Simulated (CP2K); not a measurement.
## Y in CP2K: convergence with rel cutoff ry

Input of the first run (rel cutoff ry 20); the others differ in this setting and in those tied to it:

Contents of y_converge.inp:

```
&GLOBAL
  PROJECT y_converge
  RUN_TYPE ENERGY_FORCE
  PRINT_LEVEL LOW
&END GLOBAL
&FORCE_EVAL
  METHOD QS
  STRESS_TENSOR ANALYTICAL
  &DFT
    BASIS_SET_FILE_NAME BASIS_MOLOPT_UZH
    POTENTIAL_FILE_NAME POTENTIAL_UZH
    &MGRID
      CUTOFF 450
      REL_CUTOFF 20
      NGRIDS 5
    &END MGRID
    &QS
      METHOD GPW
      EPS_DEFAULT 1.0E-9
    &END QS
    &KPOINTS
      SCHEME MONKHORST-PACK 7 7 7
      GAMMA_CENTERED T
      SYMMETRY T
      SYMMETRY_BACKEND SPGLIB
    &END KPOINTS
    &SCF
      SCF_GUESS ATOMIC
      EPS_SCF 1.0E-6
      MAX_SCF 100
      ADDED_MOS 11
      CHOLESKY OFF
      EPS_EIGVAL 1.0E-7
      &DIAGONALIZATION ON
        ALGORITHM STANDARD
      &END DIAGONALIZATION
      &MIXING ON
        METHOD BROYDEN_MIXING
        ALPHA 0.4
        BETA 1.5
        NBUFFER 8
      &END MIXING
      &SMEAR ON
        METHOD FERMI_DIRAC
        ELECTRONIC_TEMPERATURE 580.23
      &END SMEAR
    &END SCF
    &XC
      &XC_FUNCTIONAL PBE
      &END XC_FUNCTIONAL
    &END XC
    &PRINT
      &KPOINTS ON
      &END KPOINTS
      &MULLIKEN ON
      &END MULLIKEN
      &MO ON
        ENERGIES T
        OCCUPATION_NUMBERS T
        &EACH
          QS_SCF 0
        &END EACH
        ADD_LAST NUMERIC
      &END MO
    &END PRINT
  &END DFT
  &SUBSYS
    &CELL
      ABC 3.6171705865 3.6967607495 3.5797972514
      ALPHA_BETA_GAMMA 59.6856670237 60.1700442422 57.8946968516
      PERIODIC XYZ
    &END CELL
    &COORD
      SCALED
      Y   0.0015960000 0.0046970000 -0.0040750000
    &END COORD
    &KIND Y
      BASIS_SET DZVP-MOLOPT-PBE-GTH-q11
      POTENTIAL GTH-PBE-q11
    &END KIND
    &PRINT
      &ATOMIC_COORDINATES ON
      &END ATOMIC_COORDINATES
      &CELL ON
      &END CELL
    &END PRINT
  &END SUBSYS
  &PRINT
    &FORCES ON
    &END FORCES
    &STRESS_TENSOR ON
    &END STRESS_TENSOR
  &END PRINT
&END FORCE_EVAL
```

Potentials or basis: POTENTIAL_UZH Y GTH-PBE-q11; DZVP-MOLOPT-PBE-GTH basis.

Launch:

```sh
$ OMP_NUM_THREADS=1 cp2k.psmp -i y_converge.inp -o y_converge.out
```

The cell isn't the ideal one: cell strained at random at fixed volume.

This isn't the form of Y at room conditions, which is hcp.

Hardware: 1 thread of Arm Neoverse V2 (shared host).

Question: The values tried are 20, 30, 40, 50, 60, 80, 100, loosest first. From which on does the energy stay within 1 meV/atom of the tightest run that finished?

Answer: From 30 on.

```csv
rel cutoff ry,"energy less the tightest run, at zero smearing (meV/atom)",pressure (GPa),SCF cycles,CPU time (s),peak memory (GiB)
20,-7.25,-0.24,9,23,0.25
30,0.17,-0.59,9,25,0.25
40,0.03,-0.59,9,26,0.25
50,0.00,-0.59,9,27,0.25
60,0.00,-0.59,9,29,0.25
80,0.00,-0.59,9,32,0.25
100,0.00,-0.59,9,35,0.25
```

Against the tightest run, the pressure stays within 0.1 GPa from 30 on. The tightest run that finished is the yardstick and may itself not be fully converged.

Caveat, for the tightest run too: the basis of atomic orbitals isn't converged, which shifts pressures, moduli and gaps.
